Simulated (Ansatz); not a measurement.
# TiTe2: the cost of one run

Method: DFT PBEsol, scalar-relativistic, in Ansatz 0.2.0.

### 1 The structure to begin with

The structure is trigonal, space group P-3m1 (No. 164). The conventional cell has a = 3.777 Å, b = 3.777 Å, c = 6.498 Å, α = 90.00°, β = 90.00°, γ = 120.00°. Ti (site symmetry -3m) is surrounded by 6 Te at 2.77 Å. Around Te (site symmetry 3m) lie 3 Ti at 2.77 Å.

Coordinates:

```cif
data_structure
_symmetry_space_group_name_H-M 'P 1'
_symmetry_Int_Tables_number 1
_cell_length_a 3.7770
_cell_length_b 3.7770
_cell_length_c 6.4980
_cell_angle_alpha 90.000
_cell_angle_beta 90.000
_cell_angle_gamma 120.000
_cell_volume 80.28
loop_
_atom_site_label
_atom_site_type_symbol
_atom_site_fract_x
_atom_site_fract_y
_atom_site_fract_z
_atom_site_occupancy
Ti1 Ti 0.00000 0.00000 0.00000 1
Te1 Te 0.66667 0.33333 0.26280 1
Te2 Te 0.33333 0.66667 0.73720 1
```

Atoms are numbered in the order of the input: Ti1, Te2, Te3.

### 2 Volume × 0.94, LAPW

File input.yaml:

```yaml
crystal:
  lattice:
    - [3.6998976021, 0.0, 0.0]
    - [-1.849948801, 3.2042053148, 0.0]
    - [0.0, 0.0, 6.3653505344]
  atoms:
    - { symbol: Ti, position: [0.0, 0.0, 0.0] }
    - { symbol: Te, position: [0.6666666667, 0.3333333333, 0.2628] }
    - { symbol: Te, position: [0.3333333333, 0.6666666667, 0.7372] }
kpoints:
  mp_grid: { grid: [13, 13, 7] }
  band_path:
    path:
      - [0.0, 0.0, 0.0]
      - [0.5, 0.0, 0.0]
      - [0.3333333333, 0.3333333333, 0.0]
      - [0.0, 0.0, 0.0]
      - [0.0, 0.0, 0.5]
      - [0.5, 0.0, 0.5]
      - [0.3333333333, 0.3333333333, 0.5]
      - [0.0, 0.0, 0.5]
      - [0.5, 0.0, 0.5]
    npoints: 5
scf:
  occupations: { method: fermi_dirac, width: 0.03 }
hamiltonian:
  xc: pbesol
  pseudopotentials: { kind: all_electron, lapw: { basis_error: 0.001 } }
output:
  forces: true
  stress: true
  eigenvalues: true
```

Run with:

```sh
> ansatz run input.yaml --threads 1 --pin off --max-ram 4096MiB --backend cpu --events-out ev --progress --plain --runs-dir out
```

What time and memory should one allow on 1 thread of AMD EPYC 7R43 (Zen 3), shared host?

About 1.8 min, with a peak of 0.82 GiB.
